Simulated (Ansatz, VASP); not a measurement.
# One calculation of Sb, two programs

INCAR

```
PREC = Accurate
ENCUT = 520
EDIFF = 1E-7
ISMEAR = -1
SIGMA = 0.1
LREAL = False
LASPH = True
NELM = 80
ALGO = Normal
ISIF = 2
LWAVE = False
LCHARG = False
GGA = PS
NBANDS = 18
```

KPOINTS

```
Automatic mesh
0
Gamma
  12 12 4
```

POSCAR

```
Sb
1.0
    3.3770952393      0.0000000000      0.0000000000
   -1.6885476197      2.9246502682      0.0000000000
    0.0000000000      0.0000000000     11.4288888760
Sb
4
Direct
    0.0000000000      1.0000000000      0.0000000000
    0.0000000000      1.0000000000      0.5000000000
    0.3333333333      0.6666666667      0.2500000000
    0.6666666667      0.3333333333      0.7500000000
```

Input for Ansatz:

```yaml
crystal:
  lattice:
    - [3.3770952393, 0.0, 0.0]
    - [-1.6885476197, 2.9246502682, 0.0]
    - [0.0, 0.0, 11.428888876]
  atoms:
    - { symbol: Sb, position: [0.0, 1.0, 0.0] }
    - { symbol: Sb, position: [0.0, 1.0, 0.5] }
    - { symbol: Sb, position: [0.3333333333, 0.6666666667, 0.25] }
    - { symbol: Sb, position: [0.6666666667, 0.3333333333, 0.75] }
hamiltonian:
  xc: pbesol
  pseudopotentials:
    kind: paw
    azcp:
      Sb: "pseudopotentials/Sb.paw.azcp"
basis:
  ecutwfc: 420
  fft_grid_basis: typed
kpoints:
  mp_grid: { grid: [12, 12, 4], shift: [0, 0, 0] }
magnetization:
  spin_polarized: false
scf:
  occupations: { method: fermi_dirac, width: 0.1 }
  lower_state_search: "off"
output:
  stress: true
```

Alike in both runs: task single point; functional PBEsol; k mesh 12 × 12 × 4; occupations fermi-dirac, width 0.1 eV; no spin polarisation.

|  | VASP | Ansatz |
| --- | --- | --- |
| version | VASP 6.6.1 | Ansatz 0.2.0 |
| potentials or method | VASP PAW PBE potentials, release 64 (Sb) | plane waves (420 eV) with PAW, scalar-relativistic |
| plane-wave cutoff (eV) | 520 | 420 |
| valence electrons in the cell | 20 | 60 |

```csv
,VASP,Ansatz,Ansatz less VASP
pressure (GPa),-4.3,-4.3,+0.04
largest component of the traceless stress (GPa),0.27,0.26,-0.007
```

The two sets of potentials don't hold the same shells in valence. Ansatz warned: «pseudo_functional_mismatch».

Caveats: the PAW data sets were made with another functional, which shifts forces and pressure a little (VASP). Spin-orbit coupling is left out, which matters for the levels of Sb.
